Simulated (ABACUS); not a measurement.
The system is NaI.

```xyz
2
Lattice="0.0000 3.2364 3.2364 3.2364 0.0000 3.2364 3.2364 3.2364 0.0000" Properties=species:S:1:pos:R:3 pbc="T T T"
I     3.2364    3.2364    3.2364
Na    0.0000    0.0000    0.0000
```

- Program: ABACUS 3.10.1
- Task: single point
- Functional: PBE
- Potentials or basis: PseudoDojo NC SR 0.4.1 PBE standard
- Cutoff: 1361 eV
- Density cutoff: 5442 eV
- Basis: DZP LCAO (the cutoffs set its grid)
- k mesh: 7 × 7 × 7
- Occupations: fermi-dirac, width 0.05 eV
- Spin: no spin polarisation

On this cell: pressure 0.5 GPa; largest force zero by symmetry; band gap on the k mesh 3.73 eV, direct.

The same run follows on a disturbed copy (atoms moved at random, drawn with an rms of 0.05 Å):

```
I Na
1.0
     0.00000    3.23640    3.23640
     3.23640    0.00000    3.23640
     3.23640    3.23640    0.00000
I Na
1 1
Cartesian
  3.2272 3.2274 3.2377
  -0.0071 0.0155 0.0537
```

Task: What changes?

Result: The energy moves by +0.9 meV/atom; pressure 0.5 GPa; largest force 0.055 eV/Å; band gap on the k mesh 3.73 eV, direct.

Forces in eV/Å, atoms in the order of the input:
```
I    0.002  0.022  0.050
Na  -0.002 -0.022 -0.050
```

Caveats: the atomic orbitals were generated for these runs and aren't a published set; spin-orbit coupling is left out, which moves the levels of the heavy elements; the basis of atomic orbitals isn't converged, which shifts pressures, moduli and gaps.

